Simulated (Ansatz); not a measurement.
What spin–orbit coupling does to the bands of ZrN

```
CELL_PARAMETERS angstrom
0.00000 2.28423 2.28423
2.28423 0.00000 2.28423
2.28423 2.28423 0.00000
ATOMIC_POSITIONS crystal
Zr 0.00000 0.00000 0.00000
N 0.50000 0.50000 0.50000
```

Atoms are numbered in the order listed.

The cell is COD entry 4303945, as deposited and not checked against the literature; nothing was relaxed.

Spin polarisation is left out, and whether a magnetic state lies lower isn't shown here.

All numbers are computed: DFT, PBE, all-electron LAPW, scalar-relativistic (Ansatz 0.2.0); DFT, PBE, all-electron LAPW, Dirac equation with spin-orbit coupling (Ansatz 0.2.0).

Sampling and basis: a Γ-centred 9×9×9 k mesh, Fermi–Dirac smearing of 0.01 eV, basis error target 0.25 meV/atom, no spin polarisation.

Levels between -4 and 1 eV, each run counted from its own valence-band top where it has a gap, else its Fermi level. Scalar levels are listed once for both spins; with the coupling every spinor state is counted. Levels near the edges of the range can cross them.

**Question.** At Γ (0.000, 0.000, 0.000) the scalar-relativistic levels are -2.65 (×3), -0.38 (×3). What are they with spin–orbit coupling?

**Answer.** -2.70 (×2), -2.63 (×4), -0.41 (×4), -0.33 (×2).
